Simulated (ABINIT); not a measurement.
A run of ABINIT 10.8.3 (patched build) is set up as follows.

File run.py:

```python
import json, os
import numpy as np
from ase.units import GPa
from ase.calculators.abinit import Abinit, AbinitProfile
from ase import Atoms

atoms = Atoms(['Si', 'Si', 'Si', 'Si', 'O', 'O', 'O', 'O', 'O', 'O', 'O', 'O'],
              cell=[[-4.47204052, 4.47204052, 2.61177035], [4.47204052, -4.47204052, 2.61177035], [4.47204052, 4.47204052, -2.61177035]],
              scaled_positions=[[0.82311142, 0.82311142, 0.64622284], [0.17688858, 0.82311142, 0.0], [0.82311142, 0.17688858, 0.0], [0.17688858, 0.17688858, 0.35377716], [0.0, 0.79145134, 0.79145134], [0.20854866, 0.0, 0.20854866], [0.79145134, 0.0, 0.79145134], [0.0, 0.20854866, 0.20854866], [0.0, 0.0, 0.5], [0.5, 0.0, 0.0], [0.0, 0.5, 0.0], [0.5, 0.5, 0.5]],
              pbc=True)

profile = AbinitProfile(command='mpirun --bind-to none -np 4 abinit', pp_paths=[os.path.abspath('pseudos')])
params = dict(
    pps='pawxml', xc='PBE',
    ecut=625.8619,
    pawecutdg=1224.5124,
    pawxcdev=0,
    pawovlp=30,
    kptopt=1,
    ngkpt=[6, 6, 6],
    nshiftk=1,
    shiftk=[0.0, 0.0, 0.0],
    ixc=11,
    nband=40,
    occopt=3,
    tsmear=0.05,
    nstep=100,
    tolvrs=1e-09,
    prtwf=0,
    prtden=0,
)

atoms.calc = Abinit(profile=profile, directory='run', **params)
energy = atoms.get_potential_energy()
forces = atoms.get_forces()
stress = atoms.get_stress()
print(f'energy {energy:.6f} eV')
print('forces (eV/A)')
print(np.round(forces, 5))
print('stress (GPa, Voigt, tension positive)', np.round(stress / GPa, 4))
json.dump(dict(energy=energy, forces=forces.tolist(), stress=stress.tolist(), cell=atoms.cell.tolist(), frac=atoms.get_scaled_positions(wrap=False).tolist()), open('results.json', 'w'))
```

Potentials or basis: JTH PAW PBE v2.0.

The run is started by

```bash
$ python run.py
```

Problem. Predict the pressure.

Solution. 2.1 GPa.

Problem. Estimate the band gap on the k mesh.

Solution. 5.44 eV, indirect (least direct gap 5.45 eV).

Problem. Predict the largest force.

Solution. 0.139 eV/Å.

Forces on the atoms (eV/Å):
```
Si   0.011  0.011  0.000
Si   0.011 -0.011  0.000
Si  -0.011  0.011  0.000
Si  -0.011 -0.011  0.000
O   -0.139  0.000  0.000
O    0.000  0.139  0.000
O    0.000 -0.139  0.000
O    0.139  0.000  0.000
O    0.000  0.000  0.000
O    0.000  0.000  0.000
O    0.000  0.000  0.000
O    0.000  0.000  0.000
```

Caveat: the atomic spheres overlap. A k mesh can miss the band edges.
